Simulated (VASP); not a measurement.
# ZnSnN2 (P-4m2) in VASP: a series of runs

Aim: see how the results for ZnSnN2 move with the level of theory and the settings. Levels: PBE, r2SCAN. Tasks: relaxation of cell and atoms, single point.

Program: VASP 6.6.1. These are calculated values, not measurements. Logs are shortened: lines on timing, memory, paths and dates and some standing lists are left out, and cuts for length are marked.

## 1. The crystal as given

Symmetry: P-4m2, No. 115, tetragonal system. Conventional cell: a = 3.407 Å, b = 3.407 Å, c = 4.802 Å, α = 90.00°, β = 90.00°, γ = 90.00°. Around Zn (site symmetry -4m2) lie 4 N at 2.07 Å. Sn (site symmetry -4m2) has 4 N at 2.10 Å as nearest neighbours. N (site symmetry 2mm) is surrounded by 2 Zn at 2.07 Å and 2 Sn at 2.10 Å.

The cell was built by a generator and needn't be a form met in nature.

## 2. Relaxation of cell and atoms, PBE

The input, INCAR:

```
PREC = Accurate
ENCUT = 520
EDIFF = 1E-6
ISMEAR = 0
SIGMA = 0.1
LREAL = F
LASPH = T
NELM = 120
ALGO = Normal
ISIF = 3
LWAVE = F
LCHARG = F
GGA = PE
IBRION = 2
NSW = 90
EDIFFG = -0.01
KPAR = 4
```

The input, KPOINTS:

```
regular mesh
0
Gamma
  10 10 8
```

The input, POSCAR:

```
ZnSnN2
1.0
    3.4070000000      0.0000000000      0.0000000000
    0.0000000000      3.4070000000      0.0000000000
    0.0000000000      0.0000000000      4.8020000000
Zn Sn N
1 1 2
Direct
    0.0000000000      0.0000000000      0.0000000000
    0.5000000000      0.5000000000      0.5000000000
    0.0000000000      0.5000000000      0.2440649700
    0.5000000000      0.0000000000      0.7559350300
```

Potentials or basis: VASP PAW PBE potentials, release 64 (Zn, Sn_d, N).

The run is started by

```console
cat potpaw_PBE.64/Zn/POTCAR potpaw_PBE.64/Sn_d/POTCAR potpaw_PBE.64/N/POTCAR > POTCAR
mpirun -np 4 vasp_std > vasp.out
```

OUTCAR:

```text
PREC = Accurate
   ENCUT = 520
   EDIFF = 1E-6
   ISMEAR = 0
   LREAL = F
   LASPH = T
   NELM = 120
   ISIF = 3
   GGA = PE
   IBRION = 2
   NSW = 90
   EDIFFG = -0.01

 ion  position               nearest neighbor table
   1  0.000  0.000  0.000-   3 2.07   4 2.07   3 2.07   4 2.07   2 3.40   2 3.40   2 3.40   2 3.40
                             2 3.40   2 3.40   2 3.40   2 3.40
   2  0.500  0.500  0.500-   3 2.10   4 2.10   4 2.10   3 2.10   1 3.40   1 3.40   1 3.40   1 3.40
                             1 3.40   1 3.40   1 3.40   1 3.40
   3  0.000  0.500  0.244-   1 2.07   1 2.07   2 2.10   2 2.10
   4  0.500  0.000  0.756-   1 2.07   1 2.07   2 2.10   2 2.10

  LATTYP: Found a simple tetragonal cell.
 ALAT       =     3.4070000000
 C/A-ratio  =     1.4094511300

  Lattice vectors:

 A1 = (   3.4070000000,   0.0000000000,   0.0000000000)
 A2 = (   0.0000000000,   3.4070000000,   0.0000000000)
 A3 = (   0.0000000000,   0.0000000000,   4.8020000000)

Analysis of symmetry for initial positions (statically):
=====================================================================
 Subroutine PRICEL returns:
 Original cell was already a primitive cell.

 Routine SETGRP: Setting up the symmetry group for a
 simple tetragonal supercell.

 Subroutine GETGRP returns: Found  8 space group operations
 (whereof  8 operations were pure point group operations)
 out of a pool of 16 trial point group operations.

The static configuration has the point symmetry D_2d.

Analysis of symmetry for dynamics (positions and initial velocities):
=====================================================================
 Subroutine PRICEL returns:
 Original cell was already a primitive cell.

 Routine SETGRP: Setting up the symmetry group for a
 simple tetragonal supercell.

 Subroutine GETGRP returns: Found  8 space group operations
 (whereof  8 operations were pure point group operations)
 out of a pool of 16 trial point group operations.

The dynamic configuration has the point symmetry D_2d.

 Subroutine INISYM returns: Found  8 space group operations
 (whereof  8 operations are pure point group operations),
 and found     1 'primitive' translations

----------------------------------------------------------------------------------------

                                     Primitive cell

  volume of cell :      55.7399

  direct lattice vectors                    reciprocal lattice vectors
     3.407000000  0.000000000  0.000000000     0.293513355  0.000000000  0.000000000
     0.000000000  3.407000000  0.000000000     0.000000000  0.293513355  0.000000000
     0.000000000  0.000000000  4.802000000     0.000000000  0.000000000  0.208246564

  length of vectors
     3.407000000  3.407000000  4.802000000     0.293513355  0.293513355  0.208246564

  position of ions in fractional coordinates (direct lattice)
     0.000000000  0.000000000  0.000000000
     0.500000000  0.500000000  0.500000000
     0.000000000  0.500000000  0.244064970
     0.500000000  0.000000000  0.755935030

  ion indices of the primitive-cell ions
   primitive index   ion index
                 1           1
                 2           2
                 3           3
                 4           4

----------------------------------------------------------------------------------------

 KPOINTS: regular mesh

Automatic generation of k-mesh.
 Grid dimensions read from file:
 generate k-points for:   10   10    8

 Generating k-lattice:

  Cartesian coordinates                     Fractional coordinates (reciprocal lattice)
     0.029351335  0.000000000  0.000000000     0.100000000  0.000000000  0.000000000
     0.000000000  0.029351335  0.000000000     0.000000000  0.100000000  0.000000000
     0.000000000  0.000000000  0.026030820     0.000000000  0.000000000  0.125000000

  Length of vectors
     0.029351335  0.029351335  0.026030820

  Shift w.r.t. Gamma in fractional coordinates (k-lattice)
     0.000000000  0.000000000  0.000000000

 Subroutine IBZKPT returns following result:
 ===========================================

 Found    105 irreducible k-points:

 Following reciprocal coordinates:
            Coordinates               Weight
  0.000000  0.000000  0.000000      1.000000
  0.100000  0.000000  0.000000      4.000000
  0.200000  0.000000  0.000000      4.000000
  0.300000  0.000000  0.000000      4.000000
  0.400000  0.000000  0.000000      4.000000
  0.500000  0.000000  0.000000      2.000000
[... 16 lines left out ...]
  0.100000  0.000000  0.125000      8.000000
  0.200000  0.000000  0.125000      8.000000
 [... further k-points ...]
   k-points           NKPTS =    105   k-points in BZ     NKDIM =    105   number of bands    NBANDS=     22
   number of dos      NEDOS =    301   number of ions     NIONS =      4
   total plane-waves  NPLWV =  28224
   dimension x,y,z NGX =    28 NGY =   28 NGZ =   36
   dimension x,y,z NGXF=    56 NGYF=   56 NGZF=   72
   ions per type =               1   1   2
   NGX,Y,Z   is equivalent  to a cutoff of  13.66, 13.66, 12.46 a.u.
   NGXF,Y,Z  is equivalent  to a cutoff of  27.33, 27.33, 24.93 a.u.
 SYSTEM =  unknown system
   PREC   = accura    normal or accurate (medium, high low for compatibility)
   ISTART =      0    job   : 0-new  1-cont  2-samecut
   ICHARG =      2    charge: 1-file 2-atom 10-const
   ISPIN  =      1    spin polarized calculation?
   LNONCOLLINEAR =      F non collinear calculations
   LSORBIT =      F    spin-orbit coupling
   LASPH  =      T    aspherical Exc in radial PAW
   ENCUT  =  520.0 eV  38.22 Ry    6.18 a.u.   6.33  6.33  8.93*2*pi/ulx,y,z
   NELM   =    120;   NELMIN=  2; NELMDL= -5     # of ELM steps
   EDIFF  = 0.1E-05   stopping-criterion for ELM
   LREAL  =      F    real-space projection
   EDIFFG = -.1E-01   stopping-criterion for IOM
   NSW    =     90    number of steps for IOM
   IBRION =      2    ionic relax: 0-MD 1-quasi-New 2-CG
   NFREE  =      1    steps in history (QN), initial steepest desc. (CG)
   ISIF   =      3    stress and relaxation
   ISYM   =      2    0-nonsym 1-usesym 2-fastsym
   POTIM  = 0.5000    time-step for ionic-motion
   TEBEG  =    0.0;   TEEND  =   0.0 temperature during run
   PSTRESS=    0.0 pullay stress
   NELECT =      36.0000    total number of electrons
   NUPDOWN=      -1.0000    fix difference up-down
   EMIN   =  10.00;   EMAX   =-10.00  energy-range for DOS
   EFERMI =   0.00;   METHOD = LEGACY
   ISMEAR =     0;   SIGMA  =   0.10  broadening in eV -4-tet -1-fermi 0-gaus
   EFERMI_NEDOS =   21; number of points for ismear=-14 and -15
   IALGO  =     38    algorithm
   IMIX   =      4    mixing-type and parameters
     AMIX     =   0.40;   BMIX     =  1.00
     AMIX_MAG =   1.60;   BMIX_MAG =  1.00
  volume/ion in A,a.u.               =      13.93        94.04
  Fermi-wavevector in a.u.,A,eV,Ry     =   1.415099  2.674150 27.245741  2.002505
  Thomas-Fermi vector in A             =   2.536573
   LORBIT       =      0    0 simple, 1 ext, 2 COOP (PROOUT), +10 PAW based schemes
   GGA     = PE    functional components
   LHFCALC =     F    Hartree Fock is set to
   AEXX    =    0.0000 exact exchange contribution
   IVDW    =     0    specifies the selected vdW correction
   LEPSILON=     F    determine dielectric tensor
   LRPA    =     F    only Hartree local field effects (RPA)
 conjugate gradient relaxation of ions
 non-spin polarized calculation
 Gauss-broadening in eV      SIGMA  =   0.10
  energy-cutoff  :      520.00
  volume of cell :       55.74
 maximum number of plane-waves:      1516
 NGX is ok and might be reduce to    28
   NGX = 13   NGY = 13   NGZ = 17

--------------------------------------- Ionic step        1  -------------------------------------------

 number of electron      36.0000017 magnetization

 Free energy of the ion-electron system (eV)
  ---------------------------------------------------
  ext. energy  EPLUGINS =         0.00000000
  ---------------------------------------------------
  free energy    TOTEN  =       -21.40464240 eV

  energy without entropy =      -21.40432001  energy(sigma->0) =      -21.40448121

------------------------ aborting loop because EDIFF is reached ----------------------------------------

  FORCE on cell =-STRESS in cart. coord.  units (eV):
  Direction    XX          YY          ZZ          XY          YZ          ZX
  --------------------------------------------------------------------------------------
  -------------------------------------------------------------------------------------
  Total        0.0139187      0.0139187     -0.2618560      0.0000000      0.0000000      0.0000000
  in kB        0.4000751      0.4000751     -7.5267373      0.0000000      0.0000000      0.0000000
  external PRESSURE =      -2.2421957 kB  Pullay stress =       0.0000000 kB
[... 213 lines left out ...]
  energy  without entropy=      -21.4053456201  energy(sigma->0) =      -21.40551058

--------------------------------------- Ionic step        7  -------------------------------------------

 number of electron      36.0000012 magnetization

 Free energy of the ion-electron system (eV)
  ---------------------------------------------------
  ext. energy  EPLUGINS =         0.00000000
  ---------------------------------------------------
  free energy    TOTEN  =       -21.40577137 eV

  energy without entropy =      -21.40544075  energy(sigma->0) =      -21.40560606

 E-fermi :   5.1362     XC(G=0): -10.9114

 val. band max:        5.0697336604   @ k =   0.0000   0.0000   0.0000
 cond. band min:       5.8540484548   @ k =   0.0000   0.0000   0.1250
 fundamental gap:      0.7843147944
 Fermi energy:         5.1362170502

 k-point     1 :       0.0000    0.0000    0.0000
  band No.  band energies     occupation
      1     -16.0250      2.00000
      2     -15.7690      2.00000
      3     -15.7690      2.00000
      4     -15.7432      2.00000
      5     -15.6230      2.00000
      6     -10.3291      2.00000
[... 574 lines left out ...]
      6      -9.9408      2.00000
[... 14 lines left out ...]
     21      11.3596      0.00000
     22      13.1257      0.00000

 [... further k-points ...]

------------------------ aborting loop because EDIFF is reached ----------------------------------------

  FORCE on cell =-STRESS in cart. coord.  units (eV):
  Direction    XX          YY          ZZ          XY          YZ          ZX
  --------------------------------------------------------------------------------------
  -------------------------------------------------------------------------------------
  Total        0.0119220      0.0119220     -0.0209705      0.0000000      0.0000000     -0.0000000
  in kB        0.3430374      0.3430374     -0.6033945      0.0000000      0.0000000     -0.0000000
  external PRESSURE =       0.0275601 kB  Pullay stress =       0.0000000 kB
[... 19 lines left out ...]
  FREE ENERGIE OF THE ION-ELECTRON SYSTEM (eV)
  ---------------------------------------------------
  free  energy   TOTEN  =       -21.4057713664 eV

  energy  without entropy=      -21.4054407481  energy(sigma->0) =      -21.40560606

 reached required accuracy - stopping structural energy minimisation
```

It took 98 s on 4 MPI ranks of Intel Xeon Platinum 8488C (Sapphire Rapids), shared host; peak memory 0.27 GiB.

Results:

```yaml
Free_energy: -21.4058 eV
Relaxed_volume: 13.92 Å³/atom
Relaxed_cell: a = 3.415 Å, b = 3.415 Å, c = 4.774 Å, α = 90.00°, β = 90.00°, γ = 90.00°
Space_group_after_relaxing_to_0.05_Å: P-4m2 (No. 115)
Energy_gained_by_relaxing: 0.3 meV/atom
Ionic_steps: 7
Pressure_after_relaxing: 0.0 GPa
Largest_force_after_relaxing: 0.009 eV/Å
Band_gap_on_the_k_mesh: none (metal or under the smearing width)
```

Forces in eV/Å, atoms in the order of the input:
```
Zn   0.000  0.000  0.000
Sn   0.000  0.000  0.000
N    0.000  0.000 -0.009
N    0.000  0.000  0.009
```

Step by step:
| step | energy change (eV) | largest force (eV/Å) | pressure (GPa) | volume (Å³) |
| --- | --- | --- | --- | --- |
| 1 | 0.0000 | 0.0681 | -0.22 | 55.74 |
| 2 | -0.0007 | 0.0003 | 0.19 | 55.58 |
| 3 | -0.0007 | 0.0131 | 0.31 | 55.55 |
| 4 | -0.0010 | 0.0319 | -0.01 | 55.69 |
| 5 | -0.0010 | 0.0314 | -0.05 | 55.69 |
| 6 | -0.0010 | 0.0310 | -0.02 | 55.69 |
| 7 | -0.0011 | 0.0088 | 0.00 | 55.68 |

Final structure:
```
Zn Sn N
1.0
     3.41523    0.00000    0.00000
     0.00000    3.41523    0.00000
     0.00000    0.00000    4.77393
Zn Sn N
1 1 2
Direct
  0.00000 0.00000 0.00000
  0.50000 0.50000 0.50000
  0.00000 0.50000 0.24481
  0.50000 0.00000 0.75519
```

## 3. Relaxation of cell and atoms, PBE

The input, INCAR:

```
PREC = Accurate
ENCUT = 520
EDIFF = 1E-7
ISMEAR = 0
SIGMA = 0.1
LREAL = F
LASPH = T
NELM = 120
ALGO = Normal
ISIF = 3
LWAVE = F
LCHARG = F
GGA = PE
IBRION = 2
NSW = 60
EDIFFG = -0.005
POTIM = 0.3
KPAR = 4
```

KPOINTS is that of step 2.

The input, POSCAR:

```
ZnSnN2                                  
1.0
    3.4152344573      0.0000000000      0.0000000000
    0.0000000000      3.4152344573      0.0000000000
   -0.0000000000      0.0000000000      4.7739315434
  Zn              Sn              N             
     1     1     2
Direct
     0.0000000000000000    1.0000000000000000    0.0000000000000000
     0.5000000000000000    0.5000000000000000    0.5000000000000000
     0.0000000000000000    0.5000000000000000    0.2448088861306967
     0.5000000000000000    1.0000000000000000    0.7551911138693033
```

Potentials or basis: VASP PAW PBE potentials, release 64 (Zn, Sn_d, N).

The run is started by

```console
cat potpaw_PBE.64/Zn/POTCAR potpaw_PBE.64/Sn_d/POTCAR potpaw_PBE.64/N/POTCAR > POTCAR
mpirun -np 4 vasp_std > vasp.out
```

Wall time 95 s (4 MPI ranks of Intel Xeon Platinum 8488C (Sapphire Rapids), shared host); peak memory 0.26 GiB.

It converged, with:

```yaml
Free_energy: -21.4058 eV
Relaxed_volume: 13.91 Å³/atom
Relaxed_cell: a = 3.415 Å, b = 3.415 Å, c = 4.771 Å, α = 90.00°, β = 90.00°, γ = 90.00°
Space_group_after_relaxing_to_0.05_Å: P-4m2 (No. 115)
Energy_gained_by_relaxing: 0.0 meV/atom
Ionic_steps: 4
Pressure_after_relaxing: 0.0 GPa
Band_gap_on_the_k_mesh: none (metal or under the smearing width)
```

Final structure:
```
Zn Sn N
1.0
     3.41524    0.00000    0.00000
     0.00000    3.41524    0.00000
     0.00000    0.00000    4.77055
Zn Sn N
1 1 2
Cartesian
  0.0000 3.4152 4.7706
  1.7076 1.7076 2.3853
  0.0000 1.7076 1.1670
  1.7076 3.4152 3.6035
```

Levels at points of the mesh, in eV from the Fermi level:
| k point | band 16 | band 17 | band 18 | band 19 | band 20 | band 21 |
| --- | --- | --- | --- | --- | --- | --- |
| (0.00, 0.00, 0.00) | -0.18 | -0.10 | -0.07 | -0.07 | 2.58 | 5.89 |
| (0.50, 0.00, 0.00) | -2.71 | -1.75 | -0.58 | 3.54 | 5.31 | 5.95 |
| (0.50, 0.50, 0.00) | -2.55 | -2.55 | -1.90 | 2.72 | 2.72 | 4.75 |
| (0.00, 0.00, 0.50) | -2.10 | -0.97 | -0.97 | 2.61 | 3.10 | 6.62 |
| (0.50, 0.00, 0.50) | -1.23 | -0.73 | -0.52 | 2.28 | 3.98 | 6.68 |
| (0.50, 0.50, 0.50) | -3.48 | -3.33 | -2.80 | 5.08 | 5.08 | 5.44 |

(Continued in part 2 of 2.)
